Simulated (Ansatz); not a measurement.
## Nudged elastic band run: Si$_{8}$O$_{15}$, charge +2

input.yaml

```yaml
crystal:
  lattice:
    - [0.0, 5.0462, 4.4946]
    - [4.097, 0.0, 4.4946]
    - [4.097, 5.0462, 0.0]
  atoms:
    - { symbol: Si, position: [0.20262567, 0.04519414, 0.96089822] }
    - { symbol: Si, position: [0.33633402, 0.44809481, 0.00863064] }
    - { symbol: Si, position: [0.80678666, 0.94743451, 0.04964269] }
    - { symbol: Si, position: [0.21001317, 0.01918624, 0.46496163] }
    - { symbol: O, position: [0.40317247, 0.51452123, 0.20689825] }
    - { symbol: O, position: [0.26164392, 0.14833434, 0.61439576] }
    - { symbol: O, position: [0.3527492, 0.705121, 0.52507611] }
    - { symbol: O, position: [0.44379919, 0.12384526, 0.16433091] }
    - { symbol: O, position: [0.08580715, 1.00865563, 0.29534409] }
    - { symbol: O, position: [0.23218087, 0.34529362, 0.88858448] }
    - { symbol: O, position: [0.13963642, 0.77464046, 0.98996422] }
    - { symbol: Si, position: [0.66013285, 0.57067431, 0.45747737] }
    - { symbol: Si, position: [0.79293576, 0.9540679, 0.55582681] }
    - { symbol: Si, position: [0.2944008, 0.44028958, 0.54226151] }
    - { symbol: Si, position: [0.71067153, 0.54414647, 0.95016841] }
    - { symbol: O, position: [0.90237717, 0.0175238, 0.71750665] }
    - { symbol: O, position: [0.76895059, 0.64721303, 0.12366602] }
    - { symbol: O, position: [0.86892019, 0.20875546, 0.01988816] }
    - { symbol: O, position: [0.96665835, 0.61278658, 0.64787956] }
    - { symbol: O, position: [0.61851542, 0.47809822, 0.76566807] }
    - { symbol: O, position: [0.73602008, 0.83669615, 0.38486879] }
    - { symbol: O, position: [0.62857377, 0.28789204, 0.48482671] }
    - { symbol: O, position: [0.53696852, 0.87983501, 0.85017283] }
total_charge: 2
basis:
  ecutwfc: 420.0
kpoints:
  mp_grid: { grid: [2, 2, 2] }
hamiltonian:
  xc: lda
  pseudopotentials: { kind: paw, azcp: { folder: soft_1 } }
scf:
  occupations: { method: fermi_dirac, width: 0.05 }
  lower_state_search: "off"
  max_iter: 67
neb:
  images: 3
  f_tol: 0.4
  max_iterations: 50
  order_check: false
  final_atoms:
    - { symbol: Si, position: [0.20518891, 0.05737128, 0.9583362] }
    - { symbol: Si, position: [0.28949971, 0.47841187, 0.03577062] }
    - { symbol: Si, position: [0.83945475, 0.9269877, 0.04316123] }
    - { symbol: Si, position: [0.16321481, 0.04968788, 0.49198751] }
    - { symbol: O, position: [0.41382547, 0.48898729, 0.20526734] }
    - { symbol: O, position: [0.26749973, 0.1524146, 0.61194835] }
    - { symbol: O, position: [0.35991591, 0.72301179, 0.5106308] }
    - { symbol: O, position: [0.05593592, 0.37372005, 0.33616781] }
    - { symbol: O, position: [0.09642849, 0.98310758, 0.29368048] }
    - { symbol: O, position: [0.23796907, 0.34929388, 0.88621828] }
    - { symbol: O, position: [0.14686531, 0.79255922, 0.97548727] }
    - { symbol: Si, position: [0.69265876, 0.55037746, 0.45098121] }
    - { symbol: Si, position: [0.78894345, 0.95351841, 0.55043623] }
    - { symbol: Si, position: [0.29688645, 0.4525231, 0.53975078] }
    - { symbol: Si, position: [0.7065836, 0.54367611, 0.94478223] }
    - { symbol: O, position: [0.88105272, 0.01956476, 0.73496194] }
    - { symbol: O, position: [0.76344682, 0.66103381, 0.11578906] }
    - { symbol: O, position: [0.87101266, 0.20971646, 0.01577182] }
    - { symbol: O, position: [0.96260254, 0.61785097, 0.65044236] }
    - { symbol: O, position: [0.59711741, 0.48014788, 0.78316941] }
    - { symbol: O, position: [0.73055211, 0.8504899, 0.3770091] }
    - { symbol: O, position: [0.6307022, 0.28896867, 0.48072848] }
    - { symbol: O, position: [0.53289318, 0.88492934, 0.85277147] }
```

Launched with:

```bash
$ ansatz run input.yaml --threads 1 --pin off --max-ram 3072MiB --backend cpu --events-out ev --progress --plain --runs-dir out
```

Output, in part (warnings, iteration lines):

```
NEB end point (image 0): max|allowed force component| = 6.206e-3 eV/Å (the criterion of neb.relax_end_points is 8.000e-2)
NEB end point (image 4): max|allowed force component| = 2.193e-2 eV/Å (the criterion of neb.relax_end_points is 8.000e-2)
NEB iter   1: max|band force component| = 3.759e0 eV/Å  barrier→ = 2.2642 eV  barrier← = 2.2641 eV  Δτ_max = 0.0655 Å  (50 SCF iters)
NEB iter   2: max|band force component| = 1.987e0 eV/Å  barrier→ = 1.4473 eV  barrier← = 1.4473 eV  Δτ_max = 0.0787 Å  (21 SCF iters)
NEB iter   3: max|band force component| = 5.144e-1 eV/Å  barrier→ = 1.0199 eV  barrier← = 1.0199 eV  Δτ_max = 0.0118 Å  (24 SCF iters)
NEB iter   4: max|band force component| = 2.035e-1 eV/Å  barrier→ = 0.9961 eV  barrier← = 0.9961 eV  CI = image 2  Δτ_max = 0.0000 Å  (19 SCF iters)
```

It converged. The threshold of 0.4 eV/Å is loose, so the images may lie well off the minimum-energy path. The order of the point at the top wasn't checked. Limits of this set-up: coarse k mesh, PAW files made for another functional, no spin, though dangling bonds at a vacancy may carry it, a small cell, in which the defect meets its images, a typed lattice constant that wasn't relaxed here, charged cell in a uniform background, uncorrected.

Final band (atoms are numbered from 1 in the order of the input):

```tsv
image	path coordinate (Å)	energy (eV)	Si3–O8 (Å)	O8–Si12 (Å)
0	0.00	0.00	1.92	3.17
1	0.57	0.51	2.58	3.45
2	1.15	1.00	3.17	3.17
3	1.72	0.51	3.45	2.58
4	2.30	0.00	3.17	1.92
```

Run time: 3.2 min on 1 thread of Intel(R) Xeon(R) Processor @ 2.50GHz (Skylake/Cascade Lake) (shared host), peak memory 0.64 GiB.
